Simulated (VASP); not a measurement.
## MgO: relaxation of cell and atoms with PBE

MgO:

```
CELL_PARAMETERS angstrom
0.00000 2.12346 2.12346
2.12346 0.00000 2.12346
2.12346 2.12346 0.00000
ATOMIC_POSITIONS crystal
Mg 0.00000 0.00000 0.00000
O 0.50000 0.50000 0.50000
```

```
Program                : VASP 6.6.1
Task                   : relaxation of cell and atoms
Functional             : PBE
Potentials or basis    : VASP PAW PBE potentials, release 64 (Mg, O)
Cutoff                 : 520 eV
k mesh                 : 11 × 11 × 11
Occupations            : gaussian, width 0.1 eV
Spin                   : no spin polarisation
Further INCAR settings : ALGO = Normal; EDIFF = 1e-07; IBRION = 2; POTIM = 0.3; EDIFFG = -0.005; NSW = 60; ISIF = 3
```

```yaml
Pressure_after_relaxing: 0.0 GPa
Band_gap_on_the_k_mesh: 4.49 eV, direct
```

Final structure:
```cif
data_structure
_symmetry_space_group_name_H-M 'P 1'
_symmetry_Int_Tables_number 1
_cell_length_a 3.0030
_cell_length_b 3.0030
_cell_length_c 3.0030
_cell_angle_alpha 60.000
_cell_angle_beta 60.000
_cell_angle_gamma 60.000
_cell_volume 19.15
loop_
_atom_site_label
_atom_site_type_symbol
_atom_site_fract_x
_atom_site_fract_y
_atom_site_fract_z
_atom_site_occupancy
Mg1 Mg 0.00000 0.00000 0.00000 1
O1 O 0.50000 0.50000 0.50000 1
```

Levels at points of the mesh, in eV from the valence-band top:
```csv
k point,band 1,band 2,band 3,band 4,band 5,band 6,band 7,band 8
"(0.00, 0.00, 0.00)",-17.14,0.00,0.00,0.00,4.49,15.66,15.66,15.66
```

It took 3.7 s on 1 thread of Intel(R) Xeon(R) 6975P-C (Granite Rapids) (shared host), peak memory 0.14 GiB.

Caveat: the relaxation stopped at its first step, so nothing moved. A hybrid or GW would open this gap; PBE tends to underestimate it.
